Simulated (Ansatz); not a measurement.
# TiC (Fm-3m) in Ansatz: reference runs

How does TiC come out in PBE? The cell is run as given and disturbed, then over a range of volumes.

Everything below comes from runs of Ansatz 0.2.0. Logs are shortened: lines on timing, memory, paths and dates and some standing lists are left out, and cuts for length are marked.

## Step 1: The structure

Symmetry: Fm-3m, No. 225, cubic system. The conventional cell has a = 4.331 Å, b = 4.331 Å, c = 4.331 Å, α = 90.00°, β = 90.00°, γ = 90.00°. Ti (site symmetry m-3m) has 6 C at 2.17 Å as nearest neighbours. C (site symmetry m-3m) is surrounded by 6 Ti at 2.17 Å.

The cell is a database's computed one.

## Step 2: Single point, PBE

The input, input.yaml:

```yaml
crystal:
  lattice:
    - [0.0, 2.1657188437, 2.1657188437]
    - [2.1657188437, 0.0, 2.1657188437]
    - [2.1657188437, 2.1657188437, 0.0]
  atoms:
    - { symbol: Ti, position: [0.0, 0.0, 0.0] }
    - { symbol: C, position: [0.5, 0.5, 0.5] }
hamiltonian:
  xc: pbe
  pseudopotentials: { kind: paw }
kpoints:
  mp_grid: { grid: [11, 11, 11] }
scf:
  occupations: { method: fermi_dirac, width: 0.05 }
output:
  forces: true
  stress: true
  eigenvalues: true
```

Potentials or basis: Ansatz PAW.

On the command line:

```console
$ ansatz run input.yaml --threads 1 --pin off --max-ram 2560MiB --backend cpu --events-out ev --progress --plain --runs-dir out
```

The log of the run:

```text
Warning: RAYON_NUM_THREADS=1 ignored (pool sized by the plan → 1); use --threads N
Engine: ansatz 0.2.0, aarch64-unknown-linux-gnu
Pseudopotentials: kind: paw
Pseudopotential: Ti, paw, valence charge 12, recommended cutoff 420 eV (normal), Ti.paw.azcp
Pseudopotential: C, paw, valence charge 4, recommended cutoff 420 eV (normal), C.paw.azcp
Functional definition: PBE
  parameter kappa = 0.804
  parameter beta = 0.06672455060314922
  exchange = pbe_x(kappa = kappa, mu = beta*pi^2/3)
  correlation = pbe_c(beta = beta)
Crystal: 2 atoms, lattice volume = 20.316 Å³
Basis set: ecut = 420 eV, 411 PW (Γ), exchange–correlation on 48×48×48 points (8 copies of the dense FFT grid, shifted against one another)
Bands: 12, of which v1, the nominal top of the filled ones, is band 8 counted from 1 (7 counted from 0)
Symmetry: 48 space group operations
Space group: Fm-3m (ITA 225), of the structure as read, at distance tolerance 2.7e-5 Å
k-points: 56 of 1331
Non-local potential: Ti, projectors of the file, l = 0: 3, l = 1: 2, l = 2: 3, l = 3: 1
Non-local potential: C, projectors of the file, l = 0: 2, l = 1: 2, l = 2: 1
PAW form: soft (Blöchl's): semilocal exchange-correlation on the pseudo side does not see the compensation charge
PAW one-centre angular grid: Ti, 590 points (default); XC on 64 Gauss nodes
PAW one-centre angular grid: C, 110 points (default); XC on 64 Gauss nodes
Initial density: superposition of atomic densities (neutral atoms: chi_scale 0, normalization atom), corrected by the library's trained network
Initial wavefunctions: pseudopotential atomic-orbital guess
Functional: x = pbe(κ = 0.804, μ = 0.2195149727645171), c = pbe(β = 0.06672455060314922)
SCF iter   1: F=—  HF=-2752.273592 eV  |F-HF|=—  |Δ(HF+E_count)|=         —  Δρ=3.58e-3  dr2=1.78e-3  ethr=1.77e-3  ⟨swp⟩=4.3  Hψ=3326  notcnv=0
preconditioner: auto → none  [insulator: Δε(μ)=0.217 eV  Ē_g=7.861 eV  σ=0.050 eV  W_gap=0.79  n_scr=8 (ndim 8)  ℏωp=23.3 eV  f_vac=0.000  D(μ)=0.26/eV (n_scr^D=0)  ε∞_Penn≈9.8]
SCF iter   2: F=—  HF=-2752.272997 eV  |F-HF|=—  |Δ(HF+E_count)|=   5.94e-4  Δρ=1.60e-3  dr2=2.90e-4  ethr=1.11e-5  ⟨swp⟩=1.0  Hψ=1120  notcnv=0
SCF iter   3: F=—  HF=-2752.273002 eV  |F-HF|=—  |Δ(HF+E_count)|=   5.03e-6  Δρ=1.34e-4  dr2=1.38e-6  ethr=1.81e-6  ⟨swp⟩=1.9  Hψ=747  notcnv=0
SCF iter   4: F=—  HF=-2752.273004 eV  |F-HF|=—  |Δ(HF+E_count)|=   1.49e-6  Δρ=1.63e-5  dr2=2.20e-8  ethr=8.65e-9  ⟨swp⟩=2.8  Hψ=1145  notcnv=0
iter 5 did not close the SCF: its close was put off for the readings that it lacked (scf_convergence_deferred on its scf_iter line)
SCF iter   5: F=-2752.273004 eV  HF=-2752.273004 eV  |F-HF|=9.13e-10  |Δ(HF+E_count)|=   8.18e-9  Δρ=3.36e-6  dr2=5.57e-10  ethr=1.38e-10  ⟨swp⟩=2.8  Hψ=1103  notcnv=0
SCF iter   6: F=-2752.273004 eV  HF=-2752.273004 eV  |F-HF|=6.37e-12  |Δ(HF+E_count)|=   1.04e-9  Δρ=3.89e-7  dr2=6.10e-12  ethr=3.48e-12  ⟨swp⟩=1.0  Hψ=1975  notcnv=0
SCF 1 converged in 6 iterations: F = -2752.273004 eV  dr2 = 6.10e-12
SCF converged after 6 iterations
Free energy (F): -2752.273004 eV
Harris-Foulkes:  -2752.273004 eV  (|F-HF|=6.37e-12)
Internal energy: -2752.270644 eV  (E = F + TS)
E sigma→0 (E₀):  -2752.271824 eV
Entropy (-TS):   -0.002359 eV (-1.180 meV/atom)
Fermi energy:    14.757016 eV
--- Per-component energies (eV) ---
  E_band       = -110.936407
  E_kinetic    = 362.331521
  E_local      = -775.367084  (includes V_loc(G=0)·N_el)
  E_nonlocal   = 31.951203
  E_hartree    = 314.733306
  E_xc         = -147.421965
  E_vxc        = -184.103559  (∫ρ·V_xc dr)
  E_paw        = -1145.233844  (= ΣΔE_a)
  E_vpaw       = -175.215271  (= ΣTr[D̂ρ^β])
  E_aug_tail   = 0.000150  (compensation charges beyond the density's cutoff)
  E_ewald      = -1393.263931
  E_smearing   = -0.002359  (= −TS)
  E_closure    = 0.000000  (closes the sum)
  Σ components = -2752.273004   (vs F -2752.273004, Δ=0.00e0)
--- Forces (eV/Å), atoms counted from 1 ---
  atom   1  Ti    -0.00000000     0.00000000    -0.00000000
  atom   2  C      0.00000000    -0.00000000     0.00000000
  max |Σ_I F_I| component: 3.55e-30 eV/Å
--- Stress (GPa, compression-positive) ---
        0.283381       0.000000      -0.000000
       -0.000000       0.283381      -0.000000
        0.000000       0.000000       0.283381
  P = ⅓ Tr σ = 0.2834 GPa (2.834 kbar)
--- Band table (eV; the first three rows and the last of 56) ---
  k-point 0: bands = ["-41.8555", "-17.8894", "-17.8894", "-17.8894", "2.2931", "15.3910", "15.3910", "15.3910", "16.3684", "16.3684", "16.3684", "16.4167"]
  k-point 1: bands = ["-41.8497", "-17.9305", "-17.8933", "-17.8933", "2.4798", "14.5730", "14.8500", "14.8500", "15.7170", "15.7170", "16.7677", "17.8804"]
  k-point 2: bands = ["-41.8341", "-18.0393", "-17.9035", "-17.9035", "3.0152", "13.1318", "13.7138", "13.7138", "16.0613", "16.0613", "17.2058", "19.4312"]
  k-point 55: bands = ["-41.7586", "-18.2076", "-18.1857", "-18.0521", "5.1844", "11.3409", "11.4846", "12.2124", "17.2058", "17.6221", "18.3064", "19.9169"]
```

It took 1.2 s on 1 thread of Arm Neoverse V1, shared host; peak memory 0.28 GiB.

Results:

| Property | Result |
| --- | --- |
| Free energy | -2752.2730 eV |
| Pressure | 0.3 GPa |
| Band gap on the k mesh | none (metal or under the smearing width) |

Levels at points of the mesh, in eV from the Fermi level:
| k point | band 5 | band 6 | band 7 | band 8 | band 9 | band 10 | band 11 | band 12 |
| --- | --- | --- | --- | --- | --- | --- | --- | --- |
| (0.00, 0.00, 0.00) | -12.46 | 0.63 | 0.63 | 0.63 | 1.61 | 1.61 | 1.61 | 1.66 |

## Step 3: Single point, PBE (atoms moved at random, drawn with an rms of 0.05 Å)

input.yaml: that of step 2 with these lines changed.

```diff
@@ -6,4 +6,4 @@
   atoms:
-    - { symbol: Ti, position: [0.0, 0.0, 0.0] }
-    - { symbol: C, position: [0.5, 0.5, 0.5] }
+    - { symbol: Ti, position: [-0.017918, 0.021534, -0.007178] }
+    - { symbol: C, position: [0.48439, 0.507434, 0.514174] }
 hamiltonian:
```

Potentials or basis: Ansatz PAW.

On the command line:

```console
$ ansatz run input.yaml --threads 1 --pin off --max-ram 2560MiB --backend cpu --events-out ev --progress --plain --runs-dir out
```

It took 15 s on 1 thread of Arm Neoverse V1, shared host; peak memory 0.48 GiB.

The run converged. Its results:

| Item | Value |
| --- | --- |
| Free energy | -2752.2566 eV |
| Pressure | 0.7 GPa |
| Largest force | 0.548 eV/Å |
| Band gap on the k mesh | none (metal or under the smearing width) |

Forces on the atoms (eV/Å):
```
Ti   0.146  0.472 -0.238
C   -0.146 -0.472  0.238
```

Stress tensor (GPa, compression positive):
```
 0.44 -0.13  0.07
-0.13  1.12  0.21
 0.07  0.21  0.56
```

Levels at points of the mesh, in eV from the Fermi level:
```tsv
k point	band 5	band 6	band 7	band 8	band 9	band 10	band 11	band 12
(0.00, 0.00, 0.00)	-12.47	0.49	0.52	0.62	1.17	1.47	1.75	1.90
```

## Step 4: Single point, PBE, 9.55 Å³/atom (volume scaled by 0.94)

The input, input.yaml:

```yaml
crystal:
  lattice:
    - [0.0, 2.1215080947, 2.1215080947]
    - [2.1215080947, 0.0, 2.1215080947]
    - [2.1215080947, 2.1215080947, 0.0]
  atoms:
    - { symbol: Ti, position: [0.0, 0.0, 0.0] }
    - { symbol: C, position: [0.5, 0.5, 0.5] }
hamiltonian:
  xc: pbe
  pseudopotentials: { kind: paw }
kpoints:
  mp_grid: { grid: [11, 11, 11] }
scf:
  occupations: { method: fermi_dirac, width: 0.05 }
output:
  forces: true
  stress: true
  eigenvalues: true
```

On the command line:

```console
$ ansatz run input.yaml --threads 1 --pin off --max-ram 2560MiB --backend cpu --events-out ev --progress --plain --runs-dir out
```

Run time: 1.1 s. Hardware: 1 thread of Arm Neoverse V1, shared host; peak memory 0.27 GiB.

Results (log left out):

| Quantity | Value |
| --- | --- |
| Free energy | -2752.2072 eV |
| Pressure | 17.9 GPa |
| Band gap on the k mesh | none (metal or under the smearing width) |

## Step 5: Single point, PBE, 9.75 Å³/atom (volume scaled by 0.96)

input.yaml: that of step 4 with these lines changed.

```diff
@@ -2,5 +2,5 @@
   lattice:
-    - [0.0, 2.1215080947, 2.1215080947]
-    - [2.1215080947, 0.0, 2.1215080947]
-    - [2.1215080947, 2.1215080947, 0.0]
+    - [0.0, 2.1364487848, 2.1364487848]
+    - [2.1364487848, 0.0, 2.1364487848]
+    - [2.1364487848, 2.1364487848, 0.0]
   atoms:
```

On the command line:

```console
$ ansatz run input.yaml --threads 1 --pin off --max-ram 2560MiB --backend cpu --events-out ev --progress --plain --runs-dir out
```

Run time: 1.1 s. Hardware: 1 thread of Arm Neoverse V1, shared host; peak memory 0.28 GiB.

Results (log left out):

```
Free energy            : -2752.2443 eV
Pressure               : 11.4 GPa
Band gap on the k mesh : none (metal or under the smearing width)
```

## Step 6: Single point, PBE, 9.95 Å³/atom (volume scaled by 0.98)

input.yaml: that of step 5 with these lines changed.

```diff
@@ -2,5 +2,5 @@
   lattice:
-    - [0.0, 2.1364487848, 2.1364487848]
-    - [2.1364487848, 0.0, 2.1364487848]
-    - [2.1364487848, 2.1364487848, 0.0]
+    - [0.0, 2.1511833799, 2.1511833799]
+    - [2.1511833799, 0.0, 2.1511833799]
+    - [2.1511833799, 2.1511833799, 0.0]
   atoms:
```

Potentials or basis: Ansatz PAW.

On the command line:

```console
$ ansatz run input.yaml --threads 1 --pin off --max-ram 2560MiB --backend cpu --events-out ev --progress --plain --runs-dir out
```

It took 1.1 s on 1 thread of Arm Neoverse V1, shared host; peak memory 0.27 GiB.

The run converged. Its results:

* Free energy: -2752.2657 eV
* Pressure: 5.6 GPa
* Band gap on the k mesh: none (metal or under the smearing width)

## Step 7: Single point, PBE, 10.16 Å³/atom

input.yaml: that of step 6 with these lines changed.

```diff
@@ -2,5 +2,5 @@
   lattice:
-    - [0.0, 2.1511833799, 2.1511833799]
-    - [2.1511833799, 0.0, 2.1511833799]
-    - [2.1511833799, 2.1511833799, 0.0]
+    - [0.0, 2.1657188437, 2.1657188437]
+    - [2.1657188437, 0.0, 2.1657188437]
+    - [2.1657188437, 2.1657188437, 0.0]
   atoms:
```

On the command line:

```console
$ ansatz run input.yaml --threads 1 --pin off --max-ram 2560MiB --backend cpu --events-out ev --progress --plain --runs-dir out
```

Run time: 1.1 s. Hardware: 1 thread of Arm Neoverse V1, shared host; peak memory 0.28 GiB.

The run converged. Its results:

- Free energy: -2752.2730 eV
- Pressure: 0.3 GPa
- Band gap on the k mesh: none (metal or under the smearing width)

## Step 8: Single point, PBE, 10.36 Å³/atom (volume scaled by 1.02)

input.yaml: that of step 7 with these lines changed.

```diff
@@ -2,5 +2,5 @@
   lattice:
-    - [0.0, 2.1657188437, 2.1657188437]
-    - [2.1657188437, 0.0, 2.1657188437]
-    - [2.1657188437, 2.1657188437, 0.0]
+    - [0.0, 2.1800617706, 2.1800617706]
+    - [2.1800617706, 0.0, 2.1800617706]
+    - [2.1800617706, 2.1800617706, 0.0]
   atoms:
```

On the command line:

```console
$ ansatz run input.yaml --threads 1 --pin off --max-ram 2560MiB --backend cpu --events-out ev --progress --plain --runs-dir out
```

Wall time 1.1 s (1 thread of Arm Neoverse V1, shared host); peak memory 0.28 GiB.

Results (log left out):

* Free energy: -2752.2676 eV
* Pressure: -4.5 GPa
* Band gap on the k mesh: none (metal or under the smearing width)

## Step 9: Single point, PBE, 10.56 Å³/atom (volume scaled by 1.04)

input.yaml: that of step 8 with these lines changed.

```diff
@@ -2,5 +2,5 @@
   lattice:
-    - [0.0, 2.1800617706, 2.1800617706]
-    - [2.1800617706, 0.0, 2.1800617706]
-    - [2.1800617706, 2.1800617706, 0.0]
+    - [0.0, 2.1942184125, 2.1942184125]
+    - [2.1942184125, 0.0, 2.1942184125]
+    - [2.1942184125, 2.1942184125, 0.0]
   atoms:
```

Potentials or basis: Ansatz PAW.

On the command line:

```console
$ ansatz run input.yaml --threads 1 --pin off --max-ram 2560MiB --backend cpu --events-out ev --progress --plain --runs-dir out
```

Run time: 1.2 s. Hardware: 1 thread of Arm Neoverse V1, shared host; peak memory 0.28 GiB.

It converged, with:

* Free energy: -2752.2506 eV
* Pressure: -8.8 GPa
* Band gap on the k mesh: none (metal or under the smearing width)

## Step 10: Single point, PBE, 10.77 Å³/atom (volume scaled by 1.06)

input.yaml: that of step 9 with these lines changed.

```diff
@@ -2,5 +2,5 @@
   lattice:
-    - [0.0, 2.1942184125, 2.1942184125]
-    - [2.1942184125, 0.0, 2.1942184125]
-    - [2.1942184125, 2.1942184125, 0.0]
+    - [0.0, 2.2081947028, 2.2081947028]
+    - [2.2081947028, 0.0, 2.2081947028]
+    - [2.2081947028, 2.2081947028, 0.0]
   atoms:
@@ -19 +19,5 @@
   eigenvalues: true
+  write_density: true
+  write_potential: true
+  elf: true
+  volumetric_format: npy
```

On the command line:

```console
$ ansatz run input.yaml --threads 1 --pin off --max-ram 2560MiB --backend cpu --events-out ev --progress --plain --runs-dir out
```

It took 1.5 s on 1 thread of Arm Neoverse V1, shared host; peak memory 0.28 GiB.

It converged, with:

```
Free energy            : -2752.2231 eV
Pressure               : -12.8 GPa
Band gap on the k mesh : none (metal or under the smearing width)
```

## Step 11: Equation of state, PBE

Potentials or basis: Ansatz PAW.

This step only gathers the single runs of the series.

Results:

```
Equilibrium volume                      : 10.17 Å³/atom
Bulk modulus                            : 250 GPa
Pressure derivative of the bulk modulus : 4.0
```

Energy against volume, from the lowest point:
```tsv
volume (Å³/atom)	energy (meV/atom)
9.548	32.91
9.752	14.36
9.955	3.64
10.158	0.00
10.361	2.70
10.564	11.22
10.767	24.95
```

## Step 12: The runs side by side

| task | cell | gap on the mesh (eV) | pressure (GPa) |
| --- | --- | --- | --- |
| single point | as given | none | 0.3 |
| single point | atoms moved at random, drawn with an rms of 0.05 Å | none | 0.7 |
| equation of state | as given | - | - |

Alike in all rows: level PBE; potentials or basis Ansatz PAW; no spin polarisation; k mesh 11 × 11 × 11; cutoff (eV) 420; smearing fermi-dirac 0.05 eV.

Total energies depend on the potentials used, so only differences within one code and one set of settings carry meaning.
